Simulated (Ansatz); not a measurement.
A run of Ansatz 0.2.0:

input.yaml

```yaml
crystal:
  lattice:
    - [-1.443, 1.443, 1.443]
    - [1.443, -1.443, 1.443]
    - [1.443, 1.443, -1.443]
  atoms:
    - { symbol: Fe, position: [0.0, 0.0, 0.0], spin: 3.0 }
hamiltonian:
  xc: pbe
  pseudopotentials: { kind: paw }
magnetization:
  spin_polarized: true
kpoints:
  mp_grid: { grid: [13, 13, 13] }
scf:
  occupations: { method: gaussian, width: 0.026 }
output:
  forces: true
  stress: true
  eigenvalues: true
  write_density: true
  write_potential: true
  elf: true
  volumetric_format: npy
```

Potentials or basis: Ansatz PAW.

The run is started by

```bash
$ ansatz run input.yaml --threads 2 --pin off --max-ram 5632MiB --backend cpu --events-out ev --progress --plain --runs-dir out
```

Hardware: 2 threads of Intel(R) Xeon(R) Processor @ 2.70GHz (shared host).

Q: Estimate the wall time of this run.

A: It took 3 s on 2 threads of Intel(R) Xeon(R) Processor @ 2.70GHz, on a shared host, peak memory 0.33 GiB. Counts: scf iterations 11, plane waves 225, k points 84, bands 14.
